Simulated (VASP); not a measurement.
# InP (F-43m) in VASP: phonons with LDA

Aim: the phonons of InP with LDA.

Program: VASP 6.6.1. These are calculated values, not measurements. Logs are shortened: lines on timing, memory, paths and dates and some standing lists are left out, and cuts for length are marked.

## Step 1: The structure

The structure is cubic, space group F-43m (No. 216). The conventional cell has a = 5.861 Å, b = 5.861 Å, c = 5.861 Å, α = 90.00°, β = 90.00°, γ = 90.00°. In (site symmetry -43m) is surrounded by 4 P at 2.54 Å. Around P (site symmetry -43m) lie 4 In at 2.54 Å.

## Step 2: Phonons, LDA

POSCAR reads:

```
InP
1.0
    0.0000000000      2.9305000000      2.9305000000
    2.9305000000      0.0000000000      2.9305000000
    2.9305000000      2.9305000000      0.0000000000
In P
1 1
Direct
    0.0000000000      0.0000000000      0.0000000000
    0.2500000000      0.2500000000      0.2500000000
```

INCAR.step1 reads:

```
SYSTEM = InP
PREC = Accurate
ENCUT = 600
EDIFF = 1E-8
ISMEAR = 0
SIGMA = 0.02
LREAL = .FALSE.
LASPH = .TRUE.
NELM = 100
ALGO = Normal
ISIF = 3
LWAVE = .FALSE.
LCHARG = .FALSE.
GGA = CA
IBRION = 2
NSW = 40
EDIFFG = -0.002
```

INCAR.step2 reads:

```
SYSTEM = InP
PREC = Accurate
ENCUT = 600
EDIFF = 1E-8
ISMEAR = 0
SIGMA = 0.02
LREAL = .FALSE.
LASPH = .TRUE.
NELM = 100
ALGO = Normal
ISIF = 2
LWAVE = .FALSE.
LCHARG = .FALSE.
GGA = CA
IBRION = 6
NFREE = 2
POTIM = 0.015
NSW = 1
```

KPOINTS reads:

```
regular mesh
0
G
  10 10 10
  0 0 0
```

Potentials or basis: VASP PAW LDA potentials, release 64 (In_d, P).

Run with:

```bash
$ cat potpaw_LDA.64/In_d/POTCAR potpaw_LDA.64/P/POTCAR > POTCAR
$ cp INCAR.step1 INCAR
$ mpirun -np 1 vasp_std > vasp.out
$ cp CONTCAR POSCAR
$ cp INCAR.step2 INCAR
$ mpirun -np 1 vasp_std > vasp.out
```

OUTCAR:

```text
SYSTEM = InP
   PREC = Accurate
   ENCUT = 600
   EDIFF = 1E-8
   ISMEAR = 0
   LREAL = .FALSE.
   LASPH = .TRUE.
   NELM = 100
   ISIF = 2
   GGA = CA
   IBRION = 6
   NFREE = 2
   POTIM = 0.015
   NSW = 1

 ion  position               nearest neighbor table
   1  0.000  0.000  0.000-   2 2.52   2 2.52   2 2.52   2 2.52
   2  0.250  0.250  0.250-   1 2.52   1 2.52   1 2.52   1 2.52

  LATTYP: Found a face centered cubic cell.
 ALAT       =     5.8286379668

  Lattice vectors:

 A1 = (   0.0000000000,   2.9143189834,   2.9143189834)
 A2 = (   2.9143189834,   0.0000000000,   2.9143189834)
 A3 = (   2.9143189834,   2.9143189834,   0.0000000000)

Analysis of symmetry for initial positions (statically):
=====================================================================
 Subroutine PRICEL returns:
 Original cell was already a primitive cell.

 Routine SETGRP: Setting up the symmetry group for a
 face centered cubic supercell.

 Subroutine GETGRP returns: Found 24 space group operations
 (whereof 24 operations were pure point group operations)
 out of a pool of 48 trial point group operations.

The static configuration has the point symmetry T_d .

Analysis of symmetry for dynamics (positions and initial velocities):
=====================================================================
 Subroutine PRICEL returns:
 Original cell was already a primitive cell.

 Routine SETGRP: Setting up the symmetry group for a
 face centered cubic supercell.

 Subroutine GETGRP returns: Found 24 space group operations
 (whereof 24 operations were pure point group operations)
 out of a pool of 48 trial point group operations.

The dynamic configuration has the point symmetry T_d .

 Subroutine INISYM returns: Found 24 space group operations
 (whereof 24 operations are pure point group operations),
 and found     1 'primitive' translations

----------------------------------------------------------------------------------------

                                     Primitive cell

  volume of cell :      49.5041

  direct lattice vectors                    reciprocal lattice vectors
     0.000000000  2.914318983  2.914318983    -0.171566669  0.171566669  0.171566669
     2.914318983  0.000000000  2.914318983     0.171566669 -0.171566669  0.171566669
     2.914318983  2.914318983  0.000000000     0.171566669  0.171566669 -0.171566669

  length of vectors
     4.121469431  4.121469431  4.121469431     0.297162187  0.297162187  0.297162187

  position of ions in fractional coordinates (direct lattice)
     0.000000000  0.000000000  0.000000000
     0.250000000  0.250000000  0.250000000

  ion indices of the primitive-cell ions
   primitive index   ion index
                 1           1
                 2           2

----------------------------------------------------------------------------------------

 KPOINTS: regular mesh

Automatic generation of k-mesh.
 Grid dimensions read from file:
 generate k-points for:   10   10   10

 Generating k-lattice:

  Cartesian coordinates                     Fractional coordinates (reciprocal lattice)
    -0.017156667  0.017156667  0.017156667     0.100000000  0.000000000  0.000000000
     0.017156667 -0.017156667  0.017156667     0.000000000  0.100000000  0.000000000
     0.017156667  0.017156667 -0.017156667     0.000000000  0.000000000  0.100000000

  Length of vectors
     0.029716219  0.029716219  0.029716219

  Shift w.r.t. Gamma in fractional coordinates (k-lattice)
     0.000000000  0.000000000  0.000000000

 Subroutine IBZKPT returns following result:
 ===========================================

 Found     47 irreducible k-points:

 Following reciprocal coordinates:
            Coordinates               Weight
  0.000000  0.000000  0.000000      1.000000
  0.100000  0.000000  0.000000      8.000000
  0.200000  0.000000  0.000000      8.000000
  0.300000  0.000000  0.000000      8.000000
  0.400000  0.000000  0.000000      8.000000
  0.500000  0.000000  0.000000      4.000000
[... 16 lines left out ...]
  0.300000  0.300000  0.000000      6.000000
  0.400000  0.300000  0.000000     24.000000
 [... further k-points ...]
   k-points           NKPTS =     47   k-points in BZ     NKDIM =     47   number of bands    NBANDS=     13
   number of dos      NEDOS =    301   number of ions     NIONS =      2
   total plane-waves  NPLWV =  46656
   dimension x,y,z NGX =    36 NGY =   36 NGZ =   36
   dimension x,y,z NGXF=    72 NGYF=   72 NGZF=   72
   ions per type =               1   1
   NGX,Y,Z   is equivalent  to a cutoff of  14.52, 14.52, 14.52 a.u.
   NGXF,Y,Z  is equivalent  to a cutoff of  29.04, 29.04, 29.04 a.u.
 SYSTEM =  InP
   PREC   = accura    normal or accurate (medium, high low for compatibility)
   ISTART =      0    job   : 0-new  1-cont  2-samecut
   ICHARG =      2    charge: 1-file 2-atom 10-const
   ISPIN  =      1    spin polarized calculation?
   LNONCOLLINEAR =      F non collinear calculations
   LSORBIT =      F    spin-orbit coupling
   LASPH  =      T    aspherical Exc in radial PAW
   ENCUT  =  600.0 eV  44.10 Ry    6.64 a.u.   8.23  8.23  8.23*2*pi/ulx,y,z
   NELM   =    100;   NELMIN=  2; NELMDL=  0     # of ELM steps
   EDIFF  = 0.1E-07   stopping-criterion for ELM
   LREAL  =      F    real-space projection
   EDIFFG = 0.1E-06   stopping-criterion for IOM
   NSW    =     61    number of steps for IOM
   IBRION =      6    ionic relax: 0-MD 1-quasi-New 2-CG
   NFREE  =      2    steps in history (QN), initial steepest desc. (CG)
   ISIF   =      2    stress and relaxation
   ISYM   =      2    0-nonsym 1-usesym 2-fastsym
   POTIM  = 0.0150    time-step for ionic-motion
   TEBEG  =    0.0;   TEEND  =   0.0 temperature during run
   PSTRESS=    0.0 pullay stress
   NELECT =      18.0000    total number of electrons
   NUPDOWN=      -1.0000    fix difference up-down
   EMIN   =  10.00;   EMAX   =-10.00  energy-range for DOS
   EFERMI =   0.00;   METHOD = LEGACY
   ISMEAR =     0;   SIGMA  =   0.02  broadening in eV -4-tet -1-fermi 0-gaus
   EFERMI_NEDOS =   21; number of points for ismear=-14 and -15
   IALGO  =     38    algorithm
   IMIX   =      4    mixing-type and parameters
     AMIX     =   0.40;   BMIX     =  1.00
     AMIX_MAG =   1.60;   BMIX_MAG =  1.00
  volume/ion in A,a.u.               =      24.75       167.04
  Fermi-wavevector in a.u.,A,eV,Ry     =   1.168473  2.208093 18.576422  1.365329
  Thomas-Fermi vector in A             =   2.304959
   LORBIT       =      0    0 simple, 1 ext, 2 COOP (PROOUT), +10 PAW based schemes
   GGA     = CA    functional components
   LHFCALC =     F    Hartree Fock is set to
   AEXX    =    0.0000 exact exchange contribution
   IVDW    =     0    specifies the selected vdW correction
   LEPSILON=     F    determine dielectric tensor
   LRPA    =     F    only Hartree local field effects (RPA)
 finite differences with symmetry
 non-spin polarized calculation
 Gauss-broadening in eV      SIGMA  =   0.02
  energy-cutoff  :      600.00
  volume of cell :       49.50
 maximum number of plane-waves:      1676
 NGX is ok and might be reduce to    36
   NGX = 17   NGY = 17   NGZ = 17

--------------------------------------- Ionic step        1  -------------------------------------------

 number of electron      18.0000001 magnetization

 Free energy of the ion-electron system (eV)
  ---------------------------------------------------
  ext. energy  EPLUGINS =         0.00000000
  ---------------------------------------------------
  free energy    TOTEN  =        -9.67432674 eV

  energy without entropy =       -9.67432674  energy(sigma->0) =       -9.67432674

------------------------ aborting loop because EDIFF is reached ----------------------------------------

  FORCE on cell =-STRESS in cart. coord.  units (eV):
  Direction    XX          YY          ZZ          XY          YZ          ZX
  --------------------------------------------------------------------------------------
  -------------------------------------------------------------------------------------
  Total       -0.0015084     -0.0015084     -0.0015084     -0.0000000      0.0000000     -0.0000000
  in kB       -0.0488194     -0.0488194     -0.0488194     -0.0000000      0.0000000     -0.0000000
  external PRESSURE =      -0.0488194 kB  Pullay stress =       0.0000000 kB
[... 129 lines left out ...]
  energy  without entropy=       -9.6734026242  energy(sigma->0) =       -9.67340262

--------------------------------------- Ionic step        5  -------------------------------------------

 number of electron      18.0000001 magnetization

 Free energy of the ion-electron system (eV)
  ---------------------------------------------------
  ext. energy  EPLUGINS =         0.00000000
  ---------------------------------------------------
  free energy    TOTEN  =        -9.67340263 eV

  energy without entropy =       -9.67340263  energy(sigma->0) =       -9.67340263

 E-fermi :   5.3088     XC(G=0):  -9.6827

 val. band max:        5.2212025873   @ k =   0.0000   0.0000   0.0000
 cond. band min:       5.7942884684   @ k =   0.0000   0.0000   0.0000
 fundamental gap:      0.5730858811
 Fermi energy:         5.3087565162

 k-point     1 :       0.0000    0.0000    0.0000
  band No.  band energies     occupation
      1      -9.0333      2.00000
      2      -9.0295      2.00000
      3      -9.0251      2.00000
      4      -8.8656      2.00000
      5      -8.8656      2.00000
      6      -6.4675      2.00000
      7       5.1641      2.00000
      8       5.1935      2.00000
      9       5.2212      2.00000
     10       5.7943      0.00000
     11       9.1391      0.00000
     12       9.1560      0.00000
     13       9.1748      0.00000
[... 353 lines left out ...]
 k-point    24 :       0.4000    0.3000    0.0000
  band No.  band energies     occupation
      1      -9.1876      2.00000
      2      -8.9465      2.00000
      3      -8.9432      2.00000
      4      -8.9046      2.00000
      5      -8.8371      2.00000
      6      -4.7262      2.00000
      7       0.3183      2.00000
      8       2.9193      2.00000
      9       3.1875      2.00000
     10       7.2753      0.00000
     11       8.1153      0.00000
     12      11.9714      0.00000
     13      12.6531      0.00000

 [... further k-points ...]

------------------------ aborting loop because EDIFF is reached ----------------------------------------

  FORCE on cell =-STRESS in cart. coord.  units (eV):
  Direction    XX          YY          ZZ          XY          YZ          ZX
  --------------------------------------------------------------------------------------
  -------------------------------------------------------------------------------------
  Total       -0.0011918      0.0014547      0.0014547      0.0000000      0.1244447      0.0000000
  in kB       -0.0385728      0.0470793      0.0470793      0.0000000      4.0275959      0.0000000
  external PRESSURE =       0.0185286 kB  Pullay stress =       0.0000000 kB
[... 17 lines left out ...]
  FREE ENERGIE OF THE ION-ELECTRON SYSTEM (eV)
  ---------------------------------------------------
  free  energy   TOTEN  =        -9.6734026255 eV

  energy  without entropy=       -9.6734026255  energy(sigma->0) =       -9.67340263

 INTERNAL STRAIN TENSORS FROM DISPLACED ATOMS
 ============================================

 INTERNAL STRAIN TENSOR FOR ION    1 for displacements in x,y,z  (eV/Angst):
          X           Y           Z          XY          YZ          ZX
  --------------------------------------------------------------------------------
  x    -0.00000     0.00000     0.00000     0.00000     8.30975     0.00000
  y    -0.00000     0.00000    -0.00000     0.00000     0.00000     8.30975
  z     0.00000     0.00000    -0.00000     8.30975     0.00000     0.00000

 INTERNAL STRAIN TENSOR FOR ION    2 for displacements in x,y,z  (eV/Angst):
          X           Y           Z          XY          YZ          ZX
  --------------------------------------------------------------------------------
  x    -0.00000     0.00000     0.00000     0.00000    -8.29688     0.00000
  y    -0.00000     0.00000    -0.00000     0.00000     0.00000    -8.29688
  z     0.00000     0.00000    -0.00000    -8.29688     0.00000     0.00000

 Eigenvectors and eigenvalues of the dynamical matrix
 ----------------------------------------------------

   1 f  =    9.070917 THz    56.994254 2PiTHz  302.573232 cm-1    37.514283 meV
             X         Y         Z           dx          dy          dz
      0.000000  0.000000  0.000000     0.000000    0.460987    0.000000
      1.457159  1.457159  1.457159     0.000000   -0.887407    0.000000

   2 f  =    9.070917 THz    56.994254 2PiTHz  302.573232 cm-1    37.514283 meV
             X         Y         Z           dx          dy          dz
      0.000000  0.000000  0.000000    -0.460987    0.000000    0.000000
      1.457159  1.457159  1.457159     0.887407    0.000000    0.000000
[... 11 lines left out ...]
   5 f/i=    0.000654 THz     0.004108 2PiTHz    0.021808 cm-1     0.002704 meV
             X         Y         Z           dx          dy          dz
      0.000000  0.000000  0.000000     0.000000   -0.887407    0.000000
      1.457159  1.457159  1.457159     0.000000   -0.460987    0.000000

   6 f/i=    0.000654 THz     0.004108 2PiTHz    0.021808 cm-1     0.002704 meV
             X         Y         Z           dx          dy          dz
      0.000000  0.000000  0.000000     0.000000    0.000000    0.887407
      1.457159  1.457159  1.457159     0.000000    0.000000    0.460987

 ELASTIC MODULI CONTR FROM IONIC RELAXATION (kBar)
 Direction    XX          YY          ZZ          XY          YZ          ZX
 --------------------------------------------------------------------------------
 XX          -0.0000      0.0000     -0.0000      0.0000      0.0000      0.0000
 YY           0.0000     -0.0000     -0.0000      0.0000     -0.0000     -0.0000
 ZZ          -0.0000     -0.0000     -0.0000      0.0000     -0.0000      0.0000
 XY           0.0000      0.0000      0.0000   -271.6766      0.0000      0.0000
 YZ           0.0000     -0.0000     -0.0000      0.0000   -271.6766      0.0000
 ZX           0.0000     -0.0000      0.0000      0.0000      0.0000   -271.6766
 --------------------------------------------------------------------------------
```

Wall time 3.7 min (1 thread of Intel Xeon 6975P-C (Granite Rapids), shared host); peak memory 0.34 GiB.

What came out:

| Quantity | Value |
| --- | --- |
| Relaxed volume | 24.75 Å³/atom |
| Relaxed cell | a = 4.121 Å, b = 4.121 Å, c = 4.121 Å, α = 60.00°, β = 60.00°, γ = 60.00° |
| Space group after relaxing (to 0.05 Å) | F-43m (No. 216) |
| Highest phonon frequency at Γ, LO-TO splitting left out | 303 cm⁻¹ |

Step by step:
| step | energy change (eV) | largest force (eV/Å) | pressure (GPa) | volume (Å³) |
| --- | --- | --- | --- | --- |
| 1 | 0.0000 | 0.0000 | -1.14 | 50.33 |
| 2 | -0.0020 | 0.0000 | 0.68 | 49.04 |
| 3 | -0.0030 | 0.0000 | 0.00 | 49.50 |

Final structure:
```
CELL_PARAMETERS angstrom
0.00000 2.91432 2.91432
2.91432 0.00000 2.91432
2.91432 2.91432 0.00000
ATOMIC_POSITIONS crystal
In 0.00000 0.00000 0.00000
P 0.25000 0.25000 0.25000
```

Phonon frequencies in cm⁻¹ (negative: imaginary):
| q point | frequencies |
| --- | --- |
| (0.000, 0.000, 0.000) | 0 0 0 303 303 303 |
